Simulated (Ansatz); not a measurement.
# AgBr (Fm-3m) in Ansatz: relaxation of cell and atoms with PBE+D4

Aim: the relaxation of cell and atoms of AgBr with PBE+D4.

All numbers are computed with Ansatz 0.2.0; they aren't measurements. Logs are shortened: lines on timing, memory, paths and dates and some standing lists are left out, and cuts for length are marked.

### Step 1. The crystal as given

It takes space group Fm-3m (No. 225, cubic). The conventional cell has a = 5.740 Å, b = 5.740 Å, c = 5.740 Å, α = 90.00°, β = 90.00°, γ = 90.00°. Around Ag (site symmetry m-3m) lie 6 Br at 2.87 Å. Br (site symmetry m-3m) has 6 Ag at 2.87 Å as nearest neighbours.

### Step 2. Relaxation of cell and atoms, PBE+D4

Input file input.yaml:

```yaml
crystal:
  lattice:
    - [0.0, 2.87015, 2.87015]
    - [2.87015, 0.0, 2.87015]
    - [2.87015, 2.87015, 0.0]
  atoms:
    - { symbol: Ag, position: [0.0, 0.0, 0.0] }
    - { symbol: Br, position: [0.5, 0.5, 0.5] }
kpoints:
  mp_grid: { grid: [8, 8, 8] }
scf:
  occupations: { method: fermi_dirac, width: 0.05 }
hamiltonian:
  xc: pbe
  dispersion: d4
  pseudopotentials: { kind: all_electron, lapw: { basis_error: 0.001 } }
output:
  forces: true
  stress: true
relax:
  f_tol: 0.005
  max_steps: 60
  cell: {}
```

Potentials or basis: all-electron LAPW, scalar-relativistic.

Run with:

```
ansatz run input.yaml --threads 1 --pin off --max-ram 3072MiB --backend cpu --events-out ev --progress --plain --runs-dir out
```

The program printed:

```text
Warning: RAYON_NUM_THREADS=1 ignored (pool sized by the plan → 1); use --threads N
The last accepted step is kept in <dir> (removed where the run ends without a failure and the disk answers)
LAPW: plane waves up to 7.798 Å⁻¹, error target 1.0e-3 eV per atom; small_component_spin mean_spin; Br in spheres of 1.316 Å, 25 of its electrons in bands, Dirac shells []; Ag in spheres of 1.468 Å, 19 of its electrons in bands, Dirac shells [] (how accurate: hamiltonian.pseudopotentials.lapw.basis_error, Limitations)
Engine: ansatz 0.2.0, aarch64-unknown-linux-gnu
Pseudopotentials: kind: all_electron
Pseudopotential: Ag, LAPW, valence charge 19, lapw/all_electron/scalar/gaussian/Ag, Koelling and Harmon's equation, gaussian nucleus
Pseudopotential: Br, LAPW, valence charge 25, lapw/all_electron/scalar/gaussian/Br, Koelling and Harmon's equation, gaussian nucleus
Functional definition: PBE
  parameter kappa = 0.804
  parameter beta = 0.06672455060314922
  exchange = pbe_x(kappa = kappa, mu = beta*pi^2/3)
  correlation = pbe_c(beta = beta)
Crystal: 2 atoms, lattice volume = 47.287 Å³
Basis set: ecut = 231.68462148988004 eV, 339 PW (Γ), exchange–correlation at level 2
Bands: 27, of which v1, the nominal top of the filled ones, is band 22 counted from 1 (21 counted from 0)
Symmetry: 48 space group operations
Space group: Fm-3m (ITA 225), of the structure as read, at distance tolerance 3.6e-5 Å
k-points: 29 of 512
Non-local potential: Ag, projectors of the file, none
Non-local potential: Br, projectors of the file, none
Initial density: superposition of atomic densities (chi_scale 0.1, normalization cell, long waves kept (reshape's long-wave potential 0.00 eV rms))
Initial wavefunctions: plane waves of lowest kinetic energy (no species holds an atomic orbital)
Functional: x = pbe(κ = 0.804, μ = 0.2195149727645171), c = pbe(β = 0.06672455060314922)
iter 1 solved again at ethr=5.53e-4 eV; its pass at ethr=1.00e-1 eV (dr2=2.43e-1 eV) is discarded
SCF iter   1: F=—  HF=-215582.933478 eV  |F-HF|=—  |Δ(HF+E_count)|=         —  Δρ=1.55e-2  dr2=2.44e-1  ethr=5.53e-4  ⟨swp⟩=2.5  Hψ=5027  notcnv=0
preconditioner: auto → none  [insulator: Δε(μ)=0.576 eV  Ē_g=11.330 eV  σ=0.050 eV  W_gap=0.99  n_scr=14 (ndim 8)  ℏωp=22.9 eV  f_vac=0.083  D(μ)=0.00/eV (n_scr^D=0)  ε∞_Penn≈5.1]
iter 2 solved again at ethr=5.78e-6 eV; its pass at ethr=5.53e-4 eV (dr2=2.54e-3 eV) is discarded
SCF iter   2: F=—  HF=-215582.839423 eV  |F-HF|=—  |Δ(HF+E_count)|=   9.41e-2  Δρ=2.99e-3  dr2=2.55e-3  ethr=5.78e-6  ⟨swp⟩=2.0  Hψ=4011  notcnv=0
SCF iter   3: F=—  HF=-215582.817723 eV  |F-HF|=—  |Δ(HF+E_count)|=   2.17e-2  Δρ=2.55e-3  dr2=4.49e-3  ethr=5.78e-6  ⟨swp⟩=3.0  Hψ=2573  notcnv=0
SCF iter   4: F=—  HF=-215582.817524 eV  |F-HF|=—  |Δ(HF+E_count)|=   1.99e-4  Δρ=8.79e-4  dr2=4.67e-4  ethr=5.78e-6  ⟨swp⟩=2.0  Hψ=2267  notcnv=0
SCF iter   5: F=—  HF=-215582.817685 eV  |F-HF|=—  |Δ(HF+E_count)|=   1.61e-4  Δρ=1.64e-4  dr2=8.98e-6  ethr=1.06e-6  ⟨swp⟩=2.1  Hψ=2265  notcnv=0
SCF iter   6: F=—  HF=-215582.817696 eV  |F-HF|=—  |Δ(HF+E_count)|=   1.04e-5  Δρ=4.21e-5  dr2=8.13e-7  ethr=2.04e-8  ⟨swp⟩=3.0  Hψ=2334  notcnv=0
SCF iter   7: F=-215582.817697 eV  HF=-215582.817697 eV  |F-HF|=2.15e-8  |Δ(HF+E_count)|=   1.40e-6  Δρ=4.05e-6  dr2=7.95e-9  ethr=1.85e-9  ⟨swp⟩=3.0  Hψ=2404  notcnv=0
SCF 1 converged in 7 iterations: F = -215582.817697 eV  dr2 = 7.95e-9
relax step   1: F+E_penalty+E_count = -215582.81769705 eV  Δ(F+E_penalty+E_count) = +0.000e0 eV  max|allowed force component| = 6.903e-30 eV/Å  Δτ_max = 0.0000 Å  P = -0.126 GPa  Ω = 47.287 Å³  (7 SCF iters, accepted)
Crystal: 2 atoms, lattice volume = 47.130 Å³
Basis set: ecut = 232.20046574961984 eV, 339 PW (Γ), exchange–correlation at level 2
Initial density: handed on by an earlier stage of this run
Initial wavefunctions: those handed on with the density
iter 1 solved again at ethr=3.61e-9 eV; its pass at ethr=1.00e-1 eV (dr2=1.59e-6 eV) is discarded
SCF iter   1: F=—  HF=-215582.817745 eV  |F-HF|=—  |Δ(HF+E_count)|=         —  Δρ=4.52e-5  dr2=1.98e-6  ethr=3.61e-9  ⟨swp⟩=5.0  Hψ=4356  notcnv=0
preconditioner: auto → none  [insulator: Δε(μ)=0.672 eV  Ē_g=11.547 eV  σ=0.050 eV  W_gap=0.99  n_scr=14 (ndim 8)  ℏωp=22.9 eV  f_vac=0.093  D(μ)=0.00/eV (n_scr^D=0)  ε∞_Penn≈4.9]
iter 2 solved again at ethr=1.65e-10 eV; its pass at ethr=3.61e-9 eV (dr2=7.25e-8 eV) is discarded
SCF iter   2: F=—  HF=-215582.817744 eV  |F-HF|=—  |Δ(HF+E_count)|=   1.17e-6  Δρ=1.01e-5  dr2=7.25e-8  ethr=1.65e-10  ⟨swp⟩=2.0  Hψ=3859  notcnv=0
SCF iter   3: F=-215582.817744 eV  HF=-215582.817744 eV  |F-HF|=1.15e-8  |Δ(HF+E_count)|=   1.81e-8  Δρ=7.13e-6  dr2=4.59e-8  ethr=1.65e-10  ⟨swp⟩=2.7  Hψ=2287  notcnv=0
SCF 2 converged in 3 iterations: F = -215582.817744 eV  dr2 = 4.59e-8
relax step   2: F+E_penalty+E_count = -215582.81774400 eV  Δ(F+E_penalty+E_count) = -4.696e-5 eV  max|allowed force component| = 4.191e-31 eV/Å  Δτ_max = 0.0000 Å  P = +0.031 GPa  Ω = 47.130 Å³  (3 SCF iters, accepted)
iter 1 solved again at ethr=1.05e-10 eV; its pass at ethr=1.00e-1 eV (dr2=4.60e-8 eV) is discarded
SCF iter   1: F=—  HF=-215582.817745 eV  |F-HF|=—  |Δ(HF+E_count)|=         —  Δρ=7.13e-6  dr2=4.59e-8  ethr=1.05e-10  ⟨swp⟩=3.1  Hψ=3800  notcnv=0
preconditioner: auto → none  [insulator: Δε(μ)=0.673 eV  Ē_g=11.547 eV  σ=0.050 eV  W_gap=0.99  n_scr=14 (ndim 8)  ℏωp=22.9 eV  f_vac=0.093  D(μ)=0.00/eV (n_scr^D=0)  ε∞_Penn≈4.9]
iter 2 solved again at ethr=9.68e-12 eV; its pass at ethr=1.04e-10 eV (dr2=4.26e-9 eV) is discarded
SCF iter   2: F=-215582.817744 eV  HF=-215582.817744 eV  |F-HF|=3.06e-9  |Δ(HF+E_count)|=   6.19e-7  Δρ=2.56e-6  dr2=4.26e-9  ethr=9.68e-12  ⟨swp⟩=2.0  Hψ=3866  notcnv=0
SCF 3 converged in 2 iterations: F = -215582.817744 eV  dr2 = 4.26e-9
relax step   3: F+E_penalty+E_count = -215582.81774405 eV  Δ(F+E_penalty+E_count) = -4.636e-8 eV  max|allowed force component| = 5.259e-31 eV/Å  Δτ_max = 0.0000 Å  P = +0.031 GPa  Ω = 47.130 Å³  stress off target by 3.05e-2 GPa  SCF on the basis re-selected at this cell (its energy is not comparable with the rows above)  (2 SCF iters)
basis re-selected at this cell: Δ(F+E_penalty+E_count) = -4.636e-8 eV, ΔP = -0.000 GPa vs the last step (what re-selecting the basis moved, after the strain that the cell walked since its last selection, with what the two solves' SCF thresholds leave and, on support functions, any second-order correction that the steps lacked; it is no measure of the basis error at this ecutwfc). This SCF's stress stands 3.05e-2 GPa from its target on what of the cell is left free (relax.cell.stress_tol is 5.00e-2 GPa) and its largest allowed force component is 5.26e-31 eV/Å (relax.f_tol is 5.00e-3 eV/Å): within both
SCF converged after 2 iterations
Free energy (F): -215582.817744 eV
Harris-Foulkes:  -215582.817744 eV  (|F-HF|=3.06e-9)
Internal energy: -215582.817728 eV  (E = F + TS)
E sigma→0 (E₀):  -215582.817736 eV
Entropy (-TS):   -0.000016 eV (-0.008 meV/atom)
Fermi energy:    10.540899 eV
--- Per-component energies (eV) ---
  E_band       = -2204.114129
  E_kinetic    = 223956.706090
  E_xc         = -6578.820590
  E_electrostatic = -432959.952557  (all electrons and nuclei)
  E_disp       = -0.750670  (pairwise vdW)
  E_smearing   = -0.000016  (= −TS)
  E_closure    = 0.000000  (closes the sum)
  E_atoms      = -215577.112466  (free atoms, spherical and without spin; not in F)
  Σ components = -215582.817744   (vs F -215582.817744, Δ=0.00e0)
  Basis errors (estimates in eV, not in F): energy 3.6e-4 per atom: plane waves 3.5e-4 (1.9e-4 summed), levels above the bands 2.9e-80, relativity 4.2e-8, radial functions 1.1e-5, core shells 3.2e-7; eigenvalues (radial functions only) 2.7e-6; not estimated: angular momenta, meshes, grids; target (lapw.basis_error) 1.0e-3; muffin-tin radii Br 1.315 Å, Ag 1.466 Å
--- Forces (eV/Å), atoms counted from 1 ---
  atom   1  Ag     0.00000000    -0.00000000     0.00000000
  atom   2  Br     0.00000000    -0.00000000     0.00000000
  max |Σ_I F_I| component: 1.31e-30 eV/Å
--- Stress (GPa, compression-positive) ---
        0.030530       0.000000       0.000000
        0.000000       0.030530      -0.000000
        0.000000      -0.000000       0.030530
  P = ⅓ Tr σ = 0.0305 GPa (0.305 kbar)
--- Relaxed structure (2 steps of the walk, 2 accepted, 1 SCFs on fresh bases) ---
  F+E_penalty+E_count = -215582.81774405 eV   max|allowed force component| = 5.259e-31 eV/Å   (the final SCF, on the basis selected at the relaxed cell)
  cell:  # Å, volume = 47.1297 Å³
    - [6.369215041119487e-36, 2.8669601407763348, 2.8669601407763348]
    - [2.8669601407763348, -6.369215041119488e-36, 2.8669601407763348]
    - [2.8669601407763348, 2.8669601407763348, 1.273843008223897e-35]
  atoms:
    - { symbol: Ag, position: [3.914287177415422e-35, -4.193879118659381e-35, -4.193879118659381e-35] }
    - { symbol: Br, position: [0.5, 0.5, 0.5] }
```

Wall time 15 s (1 thread of Arm Neoverse V1, shared host); peak memory 0.31 GiB.

What came out:

```
Free energy                            : -215582.8177 eV
Relaxed volume                         : 23.56 Å³/atom
Relaxed cell                           : a = 4.054 Å, b = 4.054 Å, c = 4.054 Å, α = 60.00°, β = 60.00°, γ = 60.00°
Space group after relaxing (to 0.05 Å) : Fm-3m (No. 225)
Energy gained by relaxing              : 0.0 meV/atom
Ionic steps                            : 3
Pressure after relaxing                : 0.0 GPa
Band gap on the k mesh                 : 0.67 eV
```

Final structure:
```
CELL_PARAMETERS angstrom
0.00000 2.86696 2.86696
2.86696 0.00000 2.86696
2.86696 2.86696 0.00000
ATOMIC_POSITIONS crystal
Ag 0.00000 0.00000 0.00000
Br 0.50000 0.50000 0.50000
```
